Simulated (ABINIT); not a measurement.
# CdF2 (Fm-3m) in ABINIT: further runs, part 2 of 2

ABINIT 10.8.3 (patched build).

### Step 4. Band structure, HCTH407

File run.abi:

```
# Datasets: ground state, then fixed potential
ndtset 2

# Pseudopotentials
pp_dirpath "./"
pseudos "Cd.GGA_PBE-JTH.xml, F.GGA_PBE-JTH.xml"

# Structure
acell 3.809891337 3.809891337 3.809891337 Angstrom
rprim
     0.0000000000     0.7071067812     0.7071067812
     0.7071067812     0.0000000000     0.7071067812
     0.7071067812     0.7071067812     0.0000000000
ntypat 2
znucl 48 9
natom 3
typat 1 2 2
xred
     0.0000000000     0.0000000000     0.0000000000
     0.7500000000     0.7500000000     0.7500000000
     0.2500000000     0.2500000000     0.2500000000

# Plane-wave basis
ecut 23.0
pawecutdg 45.0

# Exchange and correlation
ixc 27

# Bands and occupations
occopt 3
tsmear 0.05 eV

# SCF cycle
nstep 100

# Output
iomode 3
prtwf 0
prteig 0
prtebands 0
prtden1 1

# Dataset 1
kptopt1 1
ngkpt1 9 9 9
nshiftk1 1
shiftk1 0.0 0.0 0.0
nband1 17
tolvrs1 1.0e-9

# Dataset 2: bands along G-X-W-K-G-L-U-W-L-K
iscf2 -2
getden2 1
nband2 21
nbdbuf2 2
tolwfr2 1.0e-12
kptopt2 -9
ndivsm2 6
prteig2 1
prtvol2 -3
kptbounds2
     0.0000000000     0.0000000000     0.0000000000
     0.5000000000     0.0000000000     0.5000000000
     0.5000000000     0.2500000000     0.7500000000
     0.3750000000     0.3750000000     0.7500000000
     0.0000000000     0.0000000000     0.0000000000
     0.5000000000     0.5000000000     0.5000000000
     0.6250000000     0.2500000000     0.6250000000
     0.5000000000     0.2500000000     0.7500000000
     0.5000000000     0.5000000000     0.5000000000
     0.3750000000     0.3750000000     0.7500000000
```

Potentials or basis: JTH PAW PBE v2.0.

Run with:

```
$ abinit run.abi > log 2>&1
```

run.abo:

```text
.Version 10.8.3 of ABINIT
 DATASET    1 : space group Fm -3 m (#225); Bravais cF (face-center cubic)
================================================================================
 Values of the parameters that define the memory need for DATASET  1.
     intxc =       0    ionmov =       0      iscf =       7    lmnmax =      18
     lnmax =       6     mgfft =      32  mpssoang =       3    mqgrid =    3001
     natom =       3  nloc_mem =       2    nspden =       1   nspinor =       1
    nsppol =       1      nsym =      48    n1xccc =       1    ntypat =       2
    occopt =       3   xclevel =       2
       mpw =        1402          nfft =       32768          nkpt =          35
 PAW method is used; the additional fine FFT grid is defined by:
   mgfftf=        45    nfftf =     91125
================================================================================
================================================================================

 DATASET    2 : space group Fm -3 m (#225); Bravais cF (face-center cubic)
================================================================================
 Values of the parameters that define the memory need for DATASET  2.
     intxc =       0    ionmov =       0      iscf =      -2    lmnmax =      18
     lnmax =       6     mgfft =      32  mpssoang =       3    mqgrid =    3001
     natom =       3  nloc_mem =       2    nspden =       1   nspinor =       1
    nsppol =       1      nsym =      48    n1xccc =       1    ntypat =       2
    occopt =       3   xclevel =       2
       mpw =        1407          nfft =       32768          nkpt =         103
[... 1603 lines left out ...]
  -0.70494   -0.70303   -0.15559   -0.14978   -0.13741   -0.13700   -0.13188   -0.07949
  -0.04199   -0.03814    0.00065    0.02764    0.03043    0.34142    0.44939    0.49590
   0.59490    0.61087    0.79290    0.85027    0.86382
 kpt# 102, nband= 21, wtk=  1.00000, kpt=  0.3875  0.3875  0.7250 (reduced coord)
  -0.70525   -0.70258   -0.15565   -0.14795   -0.13721   -0.13713   -0.13265   -0.08044
  -0.04517   -0.04065    0.00439    0.02821    0.03145    0.34479    0.45842    0.48224
   0.59441    0.60338    0.80579    0.84103    0.85740
 kpt# 103, nband= 21, wtk=  1.00000, kpt=  0.3750  0.3750  0.7500 (reduced coord)
  -0.70571   -0.70203   -0.15605   -0.14681   -0.13757   -0.13678   -0.13260   -0.08058
  -0.04786   -0.04325    0.00813    0.02851    0.03231    0.34685    0.45948    0.47881
   0.59357    0.59805    0.81830    0.83263    0.85318

== END DATASET(S) ==============================================================
================================================================================

 -outvars: echo values of variables after computation  --------
            acell      7.1996511964E+00  7.1996511964E+00  7.1996511964E+00 Bohr
           etotal1    -9.6986948661E+01
            fcart1    -7.0521479246E-29  7.0521479246E-29  2.1156443774E-28
                       4.5838961510E-28 -1.0930829283E-27  3.1734665661E-28
                      -3.8786813585E-28  1.0225614491E-27 -5.2891109434E-28
            rprim      0.0000000000E+00  7.0710678120E-01  7.0710678120E-01
                       7.0710678120E-01  0.0000000000E+00  7.0710678120E-01
                       7.0710678120E-01  7.0710678120E-01  0.0000000000E+00
           strten1    -3.1202832393E-04 -3.1202832393E-04 -3.1202832393E-04
                       0.0000000000E+00  0.0000000000E+00  0.0000000000E+00
           xangst      0.0000000000E+00  0.0000000000E+00  0.0000000000E+00
                       4.0410000000E+00  4.0410000000E+00  4.0410000000E+00
                       1.3470000000E+00  1.3470000000E+00  1.3470000000E+00
             xred      0.0000000000E+00  0.0000000000E+00  0.0000000000E+00
                       7.5000000000E-01  7.5000000000E-01  7.5000000000E-01
                       2.5000000000E-01  2.5000000000E-01  2.5000000000E-01
 Calculation completed.
```

Wall time 2.4 min (1 thread of Arm Neoverse V1, shared host); peak memory 0.15 GiB.

What came out:

| Property | Result |
| --- | --- |
| Free energy | -2639.1493 eV |
| Pressure | 9.2 GPa |
| Band gap on the k mesh | 3.75 eV, indirect (least direct gap 4.31 eV) |
| Band gap along the path | 3.72 eV, indirect (least direct gap 4.31 eV) |
| Valence electrons inside the program's atomic spheres | Cd 10.28; F 5.72 |

Levels at the corners of the path, in eV from the valence-band top:
```
point  band 10  band 11  band 12  band 13  band 14  band 15  band 16  band 17
    Γ    -0.89    -0.59    -0.59    -0.59     3.72    13.39    13.39    13.39
    X    -2.76    -0.44    -0.09    -0.09     8.40    10.37    12.86    14.89
    W    -1.45    -1.45    -0.53     0.00     8.46    12.34    12.34    12.37
    K    -2.26    -0.86    -0.31    -0.21     8.35    11.42    11.94    15.07
    Γ    -0.89    -0.59    -0.59    -0.59     3.72    13.39    13.39    13.39
    L    -1.70    -1.70    -0.45    -0.45     7.58     9.92    15.07    15.07
    U    -2.26    -0.86    -0.31    -0.21     8.35    11.42    11.94    15.07
    W    -1.45    -1.45    -0.53     0.00     8.46    12.34    12.34    12.37
    L    -1.70    -1.70    -0.45    -0.45     7.58     9.92    15.07    15.07
    K    -2.26    -0.86    -0.31    -0.21     8.35    11.42    11.94    15.07
```

Caveat: the PAW data sets were made with another functional, which shifts forces and pressure a little.

### Step 5. Overview

```tsv
level	gap on the mesh (eV)	pressure (GPa)
PBEsol	2.93	-0.5
rPW86PBE	3.01	7.5
HCTH407	3.75	9.2
```

Alike in all rows: task band structure; potentials or basis JTH PAW PBE v2.0; no spin polarisation; cell as given; k mesh 9 × 9 × 9; cutoff (eV) 626; smearing fermi-dirac 0.05 eV.

On the cell as given the gap runs from 2.90 eV (PBEsol) to 3.72 eV (HCTH407). The pressure there spans -0.5 GPa (PBEsol) to 9.2 GPa (HCTH407); a positive pressure means that this level wants a larger cell, a negative one a smaller.

Caveats: the PAW data sets were made with another functional, which shifts forces and pressure a little.

Absolute energies hang on the potentials; compare differences alone.
